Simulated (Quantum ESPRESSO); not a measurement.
## TiAl under changes of volume

One of the cells (16.065 Å³/atom); the others are scaled copies at fixed shape and fractional positions:

```
CELL_PARAMETERS angstrom
3.17906 0.00000 0.00000
0.00000 3.17906 0.00000
0.00000 0.00000 3.17906
ATOMIC_POSITIONS crystal
Ti 0.00000 0.00000 0.00000
Al 0.50000 0.50000 0.50000
```

The cell comes from a database or a generator and needn't be the stable form of this composition.

```yaml
Program: Quantum ESPRESSO 7.5
Functional: LDA
Potentials_or_basis: GBRV 1.5 LDA
Cutoff: 612 eV
Density_cutoff: 4898 eV
k_mesh: 8 × 8 × 8
Occupations: fermi-dirac, width 0.05 eV
Spin: no spin polarisation
```

```tsv
volume (Å³/atom)	energy over the lowest point (meV/atom)	pressure (GPa)
15.101	0.00	1.3
15.422	0.26	-1.3
15.743	5.48	-3.7
16.065	15.23	-5.8
16.386	29.08	-7.8
16.707	?	?
17.028	67.38	-11.1
```

Question: What does the run at 16.707 Å³/atom give?

Answer: Energy over the lowest point 46.59 meV/atom; pressure -9.5 GPa.

Worked out: A Birch-Murnaghan fit of order 3 (a polynomial in V^(-2/3)) to the other rows has its minimum at 15.24 Å³/atom with B0 = V·E''(V) = 125 GPa and B' = 3.8. It gives 46.56 meV/atom at 16.707 Å³/atom, against the run's 46.59, and -dE/dV = -9.6 GPa, against -9.5.

Energies are extrapolated to zero smearing.
